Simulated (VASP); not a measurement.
Runs of VASP 6.6.1 on Cu. It takes space group Im-3m (No. 229, cubic). Conventional cell: a = 2.868 Å, b = 2.868 Å, c = 2.868 Å, α = 90.00°, β = 90.00°, γ = 90.00°. Cu (site symmetry m-3m) is surrounded by 8 Cu at 2.48 Å. This isn't the form of Cu at room conditions, which is fcc.

```csv
task,level,potentials or basis,cell,k mesh,cutoff (eV),mesh quality,gap on the mesh (eV),pressure (GPa),relaxed volume (Å³/atom)
relaxation of cell and atoms,RPBE,"VASP PAW PBE potentials, release 64 (Cu)",relaxed,20 × 20 × 20,600,not flagged,none,0.0,(a)
relaxation of cell and atoms,LDA,"VASP PAW LDA potentials, release 64 (Cu)",relaxed,20 × 20 × 20,600,not flagged,none,-0.1,10.98
relaxation of cell and atoms,PBEsol,"VASP PAW PBE potentials, release 64 (Cu)",relaxed,8 × 8 × 8,600,coarse,none,0.0,11.42
relaxation of cell and atoms,PBE+D3(BJ),"VASP PAW PBE potentials, release 64 (Cu)",relaxed,20 × 20 × 20,600,not flagged,none,0.0,11.39
relaxation of cell and atoms,PBEsol,"VASP PAW PBE potentials, release 64 (Cu)",relaxed,20 × 20 × 20,600,not flagged,none,0.0,11.41
relaxation of cell and atoms,PBEsol,"VASP PAW PBE potentials, release 64 (Cu)",relaxed,20 × 20 × 20,580,not flagged,none,0.0,11.41
single point,PBEsol,"VASP PAW PBE potentials, release 64 (Cu)",as given,20 × 20 × 20,520,not flagged,none,-5.0,-
relaxation of cell and atoms,PBE,"VASP PAW PBE potentials, release 64 (Cu)",relaxed,20 × 20 × 20,600,not flagged,none,0.0,(b)
```

Alike in all rows: no spin polarisation; smearing gaussian 0.1 eV.

Problem. Estimate the missing entries.

Solution. (a) 12.51; (b) 12.06.

Caveats: some runs use coarse meshes; the PAW data sets were made with another functional, which shifts forces and pressure a little (some runs); pairwise dispersion overbinds metals, which lowers pressure and volume (some runs).

A gap of «none» marks a metal or a gap under the smearing width.
